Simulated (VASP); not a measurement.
# TaN (P6/mmm) in VASP: a series of runs

The runs below take TaN through single point, with PBEsol+U.

Program: VASP 6.6.1. These are calculated values, not measurements. Logs are shortened: lines on timing, memory, paths and dates and some standing lists are left out, and cuts for length are marked.

### Step 1. Starting point

The structure is hexagonal, space group P6/mmm (No. 191). The conventional cell has a = 5.185 Å, b = 5.185 Å, c = 2.908 Å, α = 90.00°, β = 90.00°, γ = 120.00°. Ta (site symmetry 6/mmm) has 6 N at 2.59 Å and 2 Ta at 2.91 Å as nearest neighbours. Around Ta (site symmetry -6m2) lie 6 N at 2.09 Å. Around N (site symmetry mmm) lie 4 Ta at 2.09 Å.

### Step 2. Single point, PBEsol+U, collinear spin, ferromagnetic start

The input, INCAR:

```
ALGO = Fast
EDIFF = 1E-7
ENCUT = 520
GGA = PS
ISIF = 2
ISMEAR = 0
ISPIN = 2
LASPH = T
LCHARG = F
LDAU = T
LDAUJ = 0 0
LDAUL = 2 -1
LDAUPRINT = 1
LDAUTYPE = 2
LDAUU = 2 0
LMAXMIX = 4
LORBIT = 11
LREAL = F
LWAVE = F
MAGMOM = 0.5 0.5 0.5 0 0 0
NELM = 60
PREC = Accurate
SIGMA = 0.05
```

The input, KPOINTS:

```
k-points
0
Gamma
  5 5 8
```

The input, POSCAR:

```
TaN
1.0
    5.1850002000      0.0000000000      0.0000000000
   -2.5925001000      4.4903418900      0.0000000000
    0.0000000000      0.0000000000      2.9080005300
Ta N
3 3
Direct
    0.0000000000      0.0000000000      0.0000000000
    0.3333333333      0.6666666667      0.5000000000
    0.6666666667      0.3333333333      0.5000000000
    0.5000000000      0.0000000000      0.0000000000
    0.5000000000      0.5000000000      0.0000000000
    0.0000000000      0.5000000000      0.0000000000
```

Potentials or basis: VASP PAW PBE potentials, release 64 (Ta_pv, N).

Started as:

```sh
$ cat potpaw_PBE.64/Ta_pv/POTCAR potpaw_PBE.64/N/POTCAR > POTCAR
$ mpirun -np 1 vasp_std > vasp.out
```

OUTCAR:

```text
EDIFF = 1E-7
   ENCUT = 520
   GGA = PS
   ISIF = 2
   ISMEAR = 0
   ISPIN = 2
   LASPH = T
   LORBIT = 11
   LREAL = F
   NELM = 60
   PREC = Accurate

 ion  position               nearest neighbor table
   1  0.000  0.000  0.000-   5 2.59   6 2.59   6 2.59   5 2.59   4 2.59   4 2.59   2 3.33   3 3.33
                             2 3.33   3 3.33   2 3.33   2 3.33   3 3.33   3 3.33   2 3.33   3 3.33
   2  0.333  0.667  0.500-   4 2.09   4 2.09   6 2.09   6 2.09   5 2.09   5 2.09   3 2.99   3 2.99
                             3 2.99   1 3.33   1 3.33   1 3.33   1 3.33   1 3.33   1 3.33
   3  0.667  0.333  0.500-   4 2.09   4 2.09   6 2.09   6 2.09   5 2.09   5 2.09   2 2.99   2 2.99
                             2 2.99   1 3.33   1 3.33   1 3.33   1 3.33   1 3.33   1 3.33
   4  0.500  0.000  0.000-   2 2.09   3 2.09   2 2.09   3 2.09   1 2.59   1 2.59
   5  0.500  0.500  0.000-   2 2.09   3 2.09   2 2.09   3 2.09   1 2.59   1 2.59
   6  0.000  0.500  0.000-   2 2.09   3 2.09   2 2.09   3 2.09   1 2.59   1 2.59

  LATTYP: Found a hexagonal cell.
 ALAT       =     5.1850002000
 C/A-ratio  =     0.5608486823

  Lattice vectors:

 A1 = (   5.1850002000,   0.0000000000,   0.0000000000)
 A2 = (  -2.5925001000,   4.4903418900,   0.0000000000)
 A3 = (   0.0000000000,   0.0000000000,   2.9080005300)

Analysis of symmetry for initial positions (statically):
=====================================================================
 Subroutine PRICEL returns:
 Original cell was already a primitive cell.

 Routine SETGRP: Setting up the symmetry group for a
 hexagonal supercell.

 Subroutine GETGRP returns: Found 24 space group operations
 (whereof 24 operations were pure point group operations)
 out of a pool of 24 trial point group operations.

The static configuration has the point symmetry D_6h.

Analysis of symmetry for dynamics (positions and initial velocities):
=====================================================================
 Subroutine PRICEL returns:
 Original cell was already a primitive cell.

 Routine SETGRP: Setting up the symmetry group for a
 hexagonal supercell.

 Subroutine GETGRP returns: Found 24 space group operations
 (whereof 24 operations were pure point group operations)
 out of a pool of 24 trial point group operations.

The dynamic configuration has the point symmetry D_6h.

Analysis of structural, dynamic, and magnetic symmetry:
=====================================================================
 Subroutine PRICEL returns:
 Original cell was already a primitive cell.

 Routine SETGRP: Setting up the symmetry group for a
 hexagonal supercell.

 Subroutine GETGRP returns: Found 24 space group operations
 (whereof 24 operations were pure point group operations)
 out of a pool of 24 trial point group operations.

The overall configuration has the point symmetry D_6h.

 Subroutine INISYM returns: Found 24 space group operations
 (whereof 24 operations are pure point group operations),
 and found     1 'primitive' translations

----------------------------------------------------------------------------------------

                                     Primitive cell

  volume of cell :      67.7053

  direct lattice vectors                    reciprocal lattice vectors
     5.185000200  0.000000000  0.000000000     0.192864023  0.111350096  0.000000000
    -2.592500100  4.490341890  0.000000000     0.000000000  0.222700192  0.000000000
     0.000000000  0.000000000  2.908000530     0.000000000  0.000000000  0.343878892

  length of vectors
     5.185000200  5.185000198  2.908000530     0.222700192  0.222700192  0.343878892

  position of ions in fractional coordinates (direct lattice)
     0.000000000  0.000000000  0.000000000
     0.333333333  0.666666667  0.500000000
     0.666666667  0.333333333  0.500000000
     0.500000000  0.000000000  0.000000000
     0.500000000  0.500000000  0.000000000
     0.000000000  0.500000000  0.000000000

  ion indices of the primitive-cell ions
   primitive index   ion index
                 1           1
                 2           2
                 3           3
                 4           4
                 5           5
                 6           6

----------------------------------------------------------------------------------------

 KPOINTS: k-points

Automatic generation of k-mesh.
 Grid dimensions read from file:
 generate k-points for:    5    5    8

 Generating k-lattice:

  Cartesian coordinates                     Fractional coordinates (reciprocal lattice)
     0.038572805  0.022270019  0.000000000     0.200000000  0.000000000  0.000000000
     0.000000000  0.044540038  0.000000000     0.000000000  0.200000000  0.000000000
[... 51 lines left out ...]
   ISPIN  =      2    spin polarized calculation?
   LNONCOLLINEAR =      F non collinear calculations
   LSORBIT =      F    spin-orbit coupling
   LASPH  =      T    aspherical Exc in radial PAW
   ENCUT  =  520.0 eV  38.22 Ry    6.18 a.u.   9.64  9.64  5.41*2*pi/ulx,y,z
   NELM   =     60;   NELMIN=  2; NELMDL= -5     # of ELM steps
   EDIFF  = 0.1E-06   stopping-criterion for ELM
   LREAL  =      F    real-space projection
   EDIFFG = 0.1E-05   stopping-criterion for IOM
   NSW    =      0    number of steps for IOM
   IBRION =     -1    ionic relax: 0-MD 1-quasi-New 2-CG
   NFREE  =      0    steps in history (QN), initial steepest desc. (CG)
   ISIF   =      2    stress and relaxation
   ISYM   =      2    0-nonsym 1-usesym 2-fastsym
   POTIM  = 0.5000    time-step for ionic-motion
   TEBEG  =    0.0;   TEEND  =   0.0 temperature during run
   PSTRESS=    0.0 pullay stress
   NELECT =      48.0000    total number of electrons
   NUPDOWN=      -1.0000    fix difference up-down
   EMIN   =  10.00;   EMAX   =-10.00  energy-range for DOS
   EFERMI =   0.00;   METHOD = LEGACY
   ISMEAR =     0;   SIGMA  =   0.05  broadening in eV -4-tet -1-fermi 0-gaus
   EFERMI_NEDOS =   21; number of points for ismear=-14 and -15
   IALGO  =     68    algorithm
   IMIX   =      4    mixing-type and parameters
     AMIX     =   0.40;   BMIX     =  1.00
     AMIX_MAG =   1.60;   BMIX_MAG =  1.00
  volume/ion in A,a.u.               =      11.28        76.15
  Fermi-wavevector in a.u.,A,eV,Ry     =   1.459759  2.758544 28.992586  2.130895
  Thomas-Fermi vector in A             =   2.576288
   LORBIT       =     11    0 simple, 1 ext, 2 COOP (PROOUT), +10 PAW based schemes
 LDA+U is selected, type is set to LDAUTYPE =  2
   angular momentum for each species LDAUL =     2   -1
   U (eV)           for each species LDAUU =   2.0  0.0
   J (eV)           for each species LDAUJ =   0.0  0.0
   GGA     = PS    functional components
   LHFCALC =     F    Hartree Fock is set to
   AEXX    =    0.0000 exact exchange contribution
   IVDW    =     0    specifies the selected vdW correction
   LEPSILON=     F    determine dielectric tensor
   LRPA    =     F    only Hartree local field effects (RPA)
 spin polarized calculation
 RMM-DIIS sequential band-by-band and
 Gauss-broadening in eV      SIGMA  =   0.05
  energy-cutoff  :      520.00
  volume of cell :       67.71
 maximum number of plane-waves:      1858
 NGX is ok and might be reduce to    40
   NGX = 19   NGY = 19   NGZ = 11

 number of electron      47.9999998 magnetization      -0.0000084

atom =   1  type =  1  l = 2

 onsite density matrix

spin component  1
[... 83 lines left out ...]
  o =  0.2206  v =  0.9998 -0.0000  0.0000 -0.0000  0.0177  0.0000  0.0000  0.0000  0.0000  0.0000      0.0000  0.0000  0.0000  0.0000  0.0000  0.0000  0.0000  0.0000  0.0000  0.0000
  o =  0.2206  v =  0.0177  0.0000 -0.0000 -0.0000 -0.9998  0.0000  0.0000  0.0000  0.0000  0.0000      0.0000  0.0000  0.0000  0.0000  0.0000  0.0000  0.0000  0.0000  0.0000  0.0000
  o =  0.2207  v =  0.0000  0.0000  0.0000  0.0000  0.0000  0.9998  0.0000  0.0000 -0.0000  0.0196      0.0000  0.0000  0.0000  0.0000  0.0000  0.0000  0.0000  0.0000  0.0000  0.0000
  o =  0.2207  v =  0.0000  0.0000  0.0000  0.0000  0.0000  0.0196 -0.0000 -0.0000 -0.0000 -0.9998      0.0000  0.0000  0.0000  0.0000  0.0000  0.0000  0.0000  0.0000  0.0000  0.0000
  o =  0.2493  v = -0.0000  1.0000  0.0000  0.0000  0.0000  0.0000  0.0000  0.0000  0.0000  0.0000      0.0000  0.0000  0.0000  0.0000  0.0000  0.0000  0.0000  0.0000  0.0000  0.0000
  o =  0.2493  v =  0.0000 -0.0000 -0.0000  1.0000 -0.0000  0.0000  0.0000  0.0000  0.0000  0.0000      0.0000  0.0000  0.0000  0.0000  0.0000  0.0000  0.0000  0.0000  0.0000  0.0000
  o =  0.2493  v =  0.0000  0.0000  0.0000  0.0000  0.0000 -0.0000  1.0000  0.0000 -0.0000 -0.0000      0.0000  0.0000  0.0000  0.0000  0.0000  0.0000  0.0000  0.0000  0.0000  0.0000
  o =  0.2493  v =  0.0000  0.0000  0.0000  0.0000  0.0000  0.0000  0.0000 -0.0000  1.0000  0.0000      0.0000  0.0000  0.0000  0.0000  0.0000  0.0000  0.0000  0.0000  0.0000  0.0000
  o =  0.2668  v = -0.0000  0.0000 -1.0000 -0.0000  0.0000  0.0000  0.0000  0.0000  0.0000  0.0000      0.0000  0.0000  0.0000  0.0000  0.0000  0.0000  0.0000  0.0000  0.0000  0.0000
  o =  0.2668  v =  0.0000  0.0000  0.0000  0.0000  0.0000 -0.0000  0.0000 -1.0000 -0.0000  0.0000      0.0000  0.0000  0.0000  0.0000  0.0000  0.0000  0.0000  0.0000  0.0000  0.0000

 number of electron      47.9999998 magnetization       0.0000064

 Free energy of the ion-electron system (eV)
  ---------------------------------------------------
  ext. energy  EPLUGINS =         0.00000000
  ---------------------------------------------------
  free energy    TOTEN  =       -63.28941872 eV

  energy without entropy =      -63.28939394  energy(sigma->0) =      -63.28940633

 E-fermi :   8.3093     XC(G=0): -13.2157

 val. band max:        8.2101574165   @ k =   0.0000   0.0000   0.2500
 cond. band min:       8.4198056599   @ k =   0.2000  -0.0000   0.2500
 fundamental gap:      0.2096482434
 Fermi energy:         8.3093373692

 spin component 1

 k-point     1 :       0.0000    0.0000    0.0000
  band No.  band energies     occupation
      1     -28.2549      1.00000
      2     -28.2549      1.00000
      3     -27.8867      1.00000
      4     -27.8867      1.00000
      5     -27.6356      1.00000
      6     -27.5867      1.00000
[... 757 lines left out ...]
     28      10.8381      0.00000
     29      12.1218      0.00000

 [... further k-points ...]

 spin component 2

 k-point     1 :       0.0000    0.0000    0.0000
  band No.  band energies     occupation
      1     -28.2549      1.00000
      2     -28.2549      1.00000
      3     -27.8867      1.00000
      4     -27.8867      1.00000
      5     -27.6356      1.00000
      6     -27.5867      1.00000
[... 757 lines left out ...]
     28      10.8381      0.00000
     29      12.1630      0.00000

 [... further k-points ...]

------------------------ aborting loop because EDIFF is reached ----------------------------------------

  FORCE on cell =-STRESS in cart. coord.  units (eV):
  Direction    XX          YY          ZZ          XY          YZ          ZX
  --------------------------------------------------------------------------------------
  -------------------------------------------------------------------------------------
  Total        3.1251575      3.1251575      4.4063866      0.0000000     -0.0000000      0.0000000
  in kB       73.9536856     73.9536856    104.2726735      0.0000000     -0.0000000      0.0000000
  external PRESSURE =      84.0600149 kB  Pullay stress =       0.0000000 kB

 VOLUME and BASIS-vectors are now :
 -----------------------------------------------------------------------------
  energy-cutoff  :      520.00
  volume of cell :       67.71
      direct lattice vectors                 reciprocal lattice vectors
     5.185000200  0.000000000  0.000000000     0.192864023  0.111350096  0.000000000
    -2.592500100  4.490341890  0.000000000     0.000000000  0.222700192  0.000000000
     0.000000000  0.000000000  2.908000530     0.000000000  0.000000000  0.343878892

 POSITION                                       TOTAL-FORCE (eV/Angst)
 -----------------------------------------------------------------------------------
      0.00000      0.00000      0.00000         0.000000      0.000000      0.000000
     -0.00000      2.99356      1.45400         0.000000      0.000000     -0.000000
      2.59250      1.49678      1.45400        -0.000000      0.000000      0.000000
      2.59250      0.00000      0.00000         0.000000      0.000000      0.000000
      1.29625      2.24517      0.00000         0.000000      0.000000      0.000000
     -1.29625      2.24517      0.00000         0.000000      0.000000      0.000000
 -----------------------------------------------------------------------------------
    total drift:                               -0.000000      0.000000     -0.000000

  FREE ENERGIE OF THE ION-ELECTRON SYSTEM (eV)
  ---------------------------------------------------
  free  energy   TOTEN  =       -63.2894187217 eV

  energy  without entropy=      -63.2893939398  energy(sigma->0) =      -63.28940633

 total charge

# of ion       s       p       d       tot
------------------------------------------
    1        0.284   6.125   2.169   8.578
    2        0.331   6.322   2.358   9.011
    3        0.331   6.322   2.358   9.011
    4        1.245   2.563   0.000   3.807
    5        1.245   2.563   0.000   3.807
    6        1.245   2.563   0.000   3.807
--------------------------------------------------
tot          4.680  26.458   6.885  38.022

 magnetization (x)

# of ion       s       p       d       tot
------------------------------------------
    1        0.000   0.000   0.000   0.000
    2       -0.000   0.000  -0.000  -0.000
    3       -0.000   0.000  -0.000  -0.000
    4       -0.000  -0.000   0.000  -0.000
    5       -0.000  -0.000   0.000  -0.000
    6       -0.000  -0.000   0.000  -0.000
--------------------------------------------------
tot          0.000  -0.000   0.000  -0.000
```

Run time: 55 s. Hardware: 1 thread of Intel Xeon 6975P-C (Granite Rapids), shared host; peak memory 0.25 GiB.

What came out:

* Free energy: -63.2894 eV
* Pressure: 8.4 GPa
* Band gap on the k mesh: none (metal or under the smearing width)
* Net moment: 0.00 μB per cell
* Valence electrons inside the program's atomic spheres: Ta 8.58, 9.01; N 3.81

Eigenvalues of the final occupation matrices:
| site | spin | trace | eigenvalues |
| --- | --- | --- | --- |
| site 1 d | 1 | 1.10 | 0.17 0.17 0.25 0.25 0.26 |
| site 1 d | 2 | 1.10 | 0.17 0.17 0.25 0.25 0.26 |
| site 2 d | 1 | 1.21 | 0.22 0.22 0.25 0.25 0.27 |
| site 2 d | 2 | 1.21 | 0.22 0.22 0.25 0.25 0.27 |
| site 3 d | 1 | 1.21 | 0.22 0.22 0.25 0.25 0.27 |
| site 3 d | 2 | 1.21 | 0.22 0.22 0.25 0.25 0.27 |

Caveat: the PAW data sets were made with another functional, which shifts forces and pressure a little.

### Step 3. Single point, PBEsol+U, collinear spin, antiferromagnetic start

Edit INCAR of step 2 so:

```diff
@@ -19,3 +19,3 @@
 LWAVE = F
-MAGMOM = 0.5 0.5 0.5 0 0 0
+MAGMOM = 0.5 -0.5 0.5 0 0 0
 NELM = 60
```

KPOINTS is that of step 2.

POSCAR is that of step 2.

Potentials or basis: VASP PAW PBE potentials, release 64 (Ta_pv, N).

Started as:

```sh
$ cat potpaw_PBE.64/Ta_pv/POTCAR potpaw_PBE.64/N/POTCAR > POTCAR
$ mpirun -np 1 vasp_std > vasp.out
```

Wall time 58 s (1 thread of Intel Xeon 6975P-C (Granite Rapids), shared host); peak memory 0.25 GiB.

Results (log left out):

- Free energy: -63.2894 eV
- Pressure: 8.4 GPa
- Band gap on the k mesh: none (metal or under the smearing width)
- Net moment: 0.00 μB per cell
- Valence electrons inside the program's atomic spheres: Ta 8.58, 9.01; N 3.81

Stress tensor (GPa, compression positive):
```
 7.40  0.00  0.00
 0.00  7.40  0.00
 0.00  0.00 10.43
```

Levels at points of the mesh, in eV from the Fermi level:
Spin up:
```tsv
k point	band 21	band 22	band 23	band 24	band 25	band 26	band 27	band 28
(0.00, 0.00, 0.00)	-3.06	-2.60	-2.09	-1.19	-1.19	0.85	0.85	1.12
(0.00, 0.00, 0.50)	-3.19	-3.19	-2.01	1.00	1.00	1.39	1.62	2.64
```
Spin down:
```tsv
k point	band 20	band 21	band 22	band 23	band 24	band 25	band 26	band 27	band 28
(0.00, 0.00, 0.00)	-3.06	-3.06	-2.60	-2.09	-1.19	-1.19	0.85	0.85	1.12
(0.00, 0.00, 0.50)	-3.78	-3.19	-3.19	-2.01	1.00	1.00	1.39	1.62	2.65
```

Eigenvalues of the final occupation matrices:
| site | spin | trace | eigenvalues |
| --- | --- | --- | --- |
| site 1 d | 1 | 1.10 | 0.17 0.17 0.25 0.25 0.26 |
| site 1 d | 2 | 1.10 | 0.17 0.17 0.25 0.25 0.26 |
| site 2 d | 1 | 1.21 | 0.22 0.22 0.25 0.25 0.27 |
| site 2 d | 2 | 1.21 | 0.22 0.22 0.25 0.25 0.27 |
| site 3 d | 1 | 1.21 | 0.22 0.22 0.25 0.25 0.27 |
| site 3 d | 2 | 1.21 | 0.22 0.22 0.25 0.25 0.27 |

Caveat: the PAW data sets were made with another functional, which shifts forces and pressure a little. Spin-orbit coupling is left out, which matters for the levels of Ta.
